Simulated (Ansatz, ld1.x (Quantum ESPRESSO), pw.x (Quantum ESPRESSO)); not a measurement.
What a changed setting does to a pw.x run (fcc Os)

Potential: norm-conserving Troullier–Martins (Kleinman–Bylander form), ld1.x (Quantum ESPRESSO) 7.5, PBE; core [Xe] 4f14, reference 5d6 6s1 6p1; waves: 6s (bound): rc 2.55 bohr; 6p (bound): rc 3.10 bohr; 5d (bound): rc 1.38 bohr; local part: all-electron potential smoothed inside 2.50 bohr (lloc = -1); core correction: none.

The reference run (k-mesh 15³, cutoffs 85/340 Ry, Fermi–Dirac 0.01 Ry, mixing_beta 0.4, conv_thr 1e-9, no spin) gives 0.17 GPa at 14.323 Å³/atom, where all-electron LAPW gives 0.41 GPa. This run, with its own iteration cap, changes k-mesh points per axis to 8.

```
&control
  calculation='scf', prefix='x', pseudo_dir='./', outdir='./tmp', tstress=.true., disk_io='none'
/
&system
  ibrav=0, nat=1, ntyp=1, ecutwfc=85, ecutrho=340, nbnd=11,
  occupations='smearing', smearing='fd', degauss=0.01
/
&electrons
  conv_thr=1e-09, mixing_beta=0.4, electron_maxstep=50
/
ATOMIC_SPECIES
Os 1.0 Os.UPF
CELL_PARAMETERS angstrom
  0.00000000 1.92753083 1.92753083
  1.92753083 0.00000000 1.92753083
  1.92753083 1.92753083 0.00000000
ATOMIC_POSITIONS crystal
Os 0.0000 0.0000 0.0000
K_POINTS automatic
8 8 8 0 0 0
```

```bash
pw.x < Os.scf.in > Os.scf.out
```

How does the run end?

It converges in 9 iterations; the free energy moves by -11.1 meV/atom and the pressure by -0.04 GPa.

```
Message from routine setup:
     using ibrav=0 with symmetry is DISCOURAGED, use correct ibrav instead
     lattice parameter (alat)  =       5.1513  a.u.
     unit-cell volume          =      96.6564 (a.u.)^3
     number of electrons       =         8.00
     number of Kohn-Sham states=           11
     kinetic-energy cutoff     =      85.0000  Ry
     charge density cutoff     =     340.0000  Ry
     scf convergence threshold =      1.0E-09
     Exchange-correlation= PBE
     number of k points=    29  Fermi-Dirac smearing, width (Ry)=  0.0100
     iteration #  1     ecut=    85.00 Ry     beta= 0.40
     total energy              =     -30.56648271 Ry
     estimated scf accuracy    <       0.08609836 Ry
     iteration #  2     ecut=    85.00 Ry     beta= 0.40
     total energy              =     -30.56671169 Ry
     estimated scf accuracy    <       0.01041272 Ry
     iteration #  3     ecut=    85.00 Ry     beta= 0.40
     total energy              =     -30.56862332 Ry
     estimated scf accuracy    <       0.00014161 Ry
     [... 3 iterations left out ...]
     iteration #  7     ecut=    85.00 Ry     beta= 0.40
     total energy              =     -30.56865160 Ry
     estimated scf accuracy    <          9.6E-09 Ry
     iteration #  8     ecut=    85.00 Ry     beta= 0.40
     total energy              =     -30.56865161 Ry
     estimated scf accuracy    <          2.7E-09 Ry
     iteration #  9     ecut=    85.00 Ry     beta= 0.40
     the Fermi energy is    18.4763 ev
!    total energy              =     -30.56865161 Ry
     estimated scf accuracy    <          9.7E-11 Ry
     smearing contrib. (-TS)   =      -0.00400080 Ry
     The total energy is F=E-TS. E is the sum of the following terms:
     one-electron contribution =      15.13342378 Ry
     hartree contribution      =       0.93963771 Ry
     xc contribution           =      -6.35895589 Ry
     ewald contribution        =     -40.27875642 Ry
     convergence has been achieved in   9 iterations
          total   stress  (Ry/bohr**3)                   (kbar)     P=        1.31
     Message from routine punch:
     Nothing written, as per user request (disk_io='none')
```

The run took about 4.4 s on one core of a shared host (Neoverse-V1, 32 threads, 247 GiB, load 25).
